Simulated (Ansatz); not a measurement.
# P (diamond type): how the settings move a single-point run

Aim: see which settings change the result for P (diamond type), by how much, and at what cost.

Program: Ansatz 0.2.0. Level of theory: reference: DFT, PBE, norm-conserving pseudopotentials, Ansatz's default files, scalar-relativistic. These are calculated values, not measurements.

## 1. The structure to begin with

The structure is cubic, space group Fd-3m (No. 227). The conventional cell has a = 5.488 Å, b = 5.488 Å, c = 5.488 Å, α = 90.00°, β = 90.00°, γ = 90.00°. P (site symmetry -43m) is surrounded by 4 P at 2.38 Å.

As a file:

```
CELL_PARAMETERS angstrom
0.00000 2.74411 2.74411
2.74411 0.00000 2.74411
2.74411 2.74411 0.00000
ATOMIC_POSITIONS crystal
P 0.87500 0.87500 0.87500
P 0.12500 0.12500 0.12500
```

## 2. Baseline

The input, input.yaml:

```yaml
crystal:
  lattice:
    - [0.0, 2.7441144411, 2.7441144411]
    - [2.7441144411, 0.0, 2.7441144411]
    - [2.7441144411, 2.7441144411, 0.0]
  atoms:
    - { symbol: P, position: [-0.125, -0.125, -0.125] }
    - { symbol: P, position: [0.125, 0.125, 0.125] }
kpoints:
  mp_grid: { grid: [12, 12, 12] }
scf:
  occupations: { method: fermi_dirac, width: 0.1 }
hamiltonian:
  xc: pbe
  pseudopotentials: { kind: nc }
output:
  forces: true
  stress: true
  eigenvalues: true
```

Command:

```console
$ ansatz run input.yaml --threads 1 --pin off --max-ram 2048MiB --backend cpu --events-out ev --progress --plain --runs-dir out
```

## 3. Changing settings: symmetry.detect false, occupations.method methfessel_paxton, occupations.width 0.005

Changes to input.yaml since step 2:

```diff
@@ -8,2 +8,3 @@
     - { symbol: P, position: [0.125, 0.125, 0.125] }
+  symmetry: { detect: false }
 kpoints:
@@ -11,3 +12,3 @@
 scf:
-  occupations: { method: fermi_dirac, width: 0.1 }
+  occupations: { method: methfessel_paxton, width: 0.005 }
 hamiltonian:
```

What does the calculation give? Wanted: for each run, ending; energy change; pressure; gap; force.

As calculated:

| run | ending | energy change | pressure (GPa) | gap (eV) | force (eV/Å) | cycles | time |
| --- | --- | --- | --- | --- | --- | --- | --- |
| reference | converged | 0 | 0.1 | 0.00 | 0.00 | 6 | 2.8 s |
| 1: symmetry.detect false, occupations.method methfessel_paxton, occupations.width 0.005 | converged | -1.2 meV/atom (σ→0) | 0.0 | 0.00 | 0.00 | 6 | 67 s |

Residual by cycle in the longest SCF loop of each run; runs are numbered as in the table. The quantity is the density residual dr2, in eV.

| cycle | reference | run 1 |
| --- | --- | --- |
| 1 | 0.219 | 0.219 |
| 2 | 0.0887 | 0.0888 |
| 3 | 4.0e-4 | 4.1e-4 |
| 4 | 1.1e-5 | 1.3e-5 |
| 5 | 9.0e-8 | 1.7e-7 |
| 6 | 6.3e-10 | 2.5e-8 |

**Reading.** Changing the use of symmetry and smearing moves the energy by -1.2 meV/atom (σ→0 values). Cost: 67 s against 2.8 s. Semilocal functionals close small gaps, so the missing gap need not be the real solid's.
